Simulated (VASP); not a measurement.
# C62N (a cell with a defect) in VASP: further runs

The runs below take C62N (a cell with a defect) through hyperfine couplings, with PBE, HSE06.

All numbers are computed with VASP 6.6.1; they aren't measurements. Logs are shortened: lines on timing, memory, paths and dates and some standing lists are left out, and cuts for length are marked.

## 1. Starting point

The cell holds a defect, 63 atoms: a = 7.144 Å, b = 7.144 Å, c = 7.144 Å, α = 90.00°, β = 90.00°, γ = 90.00°.

The cell was built by a generator and needn't be a form met in nature.

[end of part 1 of 3]
